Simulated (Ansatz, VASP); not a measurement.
Ag: VASP beside Ansatz

```xyz
1
Lattice="0.0000 2.0367 2.0367 2.0367 0.0000 2.0367 2.0367 2.0367 0.0000" Properties=species:S:1:pos:R:3 pbc="T T T"
Ag    0.0000    0.0000    0.0000
```

Alike in both runs: functional PBE; dispersion D3(BJ); k mesh 18 × 18 × 18; occupations gaussian, width 0.1 eV; no spin polarisation.

Ansatz relaxed the structure, and its values are those at the end. VASP's run is a single point on that final structure, the one shown.

|  | VASP | Ansatz |
| --- | --- | --- |
| version | VASP 6.6.1 | Ansatz 0.2.0 |
| potentials or method | VASP PAW PBE potentials, release 64 (Ag) | scalar-relativistic, plane waves, PAW |
| plane-wave cutoff (eV) | 520 | 420 |
| valence electrons in the cell | 11 | 19 |

|  | VASP | Ansatz | Ansatz less VASP |
| --- | --- | --- | --- |
| gap on the k mesh at the Fermi level (eV) | none | none | - |
| pressure (GPa) | -0.2 | 0.0 | +0.18 |

A gap of «none» marks a metal or a gap that the smearing closes. The two sets of potentials don't hold the same shells in valence.

Caveats: pairwise dispersion overbinds metals, which lowers pressure and volume.
